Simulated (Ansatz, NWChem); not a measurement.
Worked example: the enthalpy of formation of CHF3 (SMILES FC(F)F)

CHF3: 5 atoms, total charge 0, spin state singlet. SMILES: `FC(F)F`. Geometry: relaxed at PBE0-D4/def2-TZVP.

Total energies at M06-2X/def2-SVPD (NWChem 7.3.0); the atoms run unrestricted:

```tsv
species	state	energy (Eh)
CHF3	singlet	-337.887742
F	doublet	-99.617976
C	triplet	-37.797051
H	doublet	-0.497412
```

Harmonic wavenumbers at PBE0-D4/def2-TZVP, in cm⁻¹: 510, 510, 708, 1159, 1180, 1180, 1397, 1397, 3131.

Measured heats of formation of the gaseous atoms at 298.15 K, in kJ/mol: F 79.4, C 716.9, H 218.0. Spin-orbit lowering of the atoms at 298 K (mean of the ground term's levels less their thermal mean, from spectra), in kJ/mol: F 1.29, C 0.02. Take 1 Eh = 2625.50 kJ/mol, 1 cm⁻¹ = 0.0119627 kJ/mol, RT = 2.479 kJ/mol.

What heat of formation follows?


1. Electronic atomisation energy: 3 × (-99.617976) + (-37.797051) + (-0.497412) − (-337.887742) = 0.739351 Eh = 1941.2 kJ/mol.
2. Zero-point energy: half the sum of the wavenumbers, 5586 cm⁻¹ = 66.8 kJ/mol.
3. Thermal vibrational enthalpy, Σ hcν̃/(exp(hcν̃/kT) − 1): 1.6 kJ/mol. Translation, rotation and pV of a non-linear molecule: 4 RT = 9.9 kJ/mol.
4. The 5 free atoms carry 5/2 RT each: 31.0 kJ/mol.
5. Spin-orbit coupling lowers the free atoms by 3 × 1.29 + 0.02 = 3.9 kJ/mol.
6. Atomisation enthalpy at 298 K: 1941.2 − 3.9 − 66.8 − 1.6 − 9.9 + 31.0 = 1890.0 kJ/mol.
7. Sum of the atoms' heats of formation: 1173.1 kJ/mol. Heat of formation: 1173.1 − 1890.0 = -716.9 kJ/mol.

The tabulated value is -695.9 kJ/mol (Active Thermochemical Tables), so this level is off by -21.1 kJ/mol, or 1.1 % of the atomisation enthalpy that the table implies (1868.8 kJ/mol). Anharmonicity and any spin-orbit splitting of the molecule are left out.
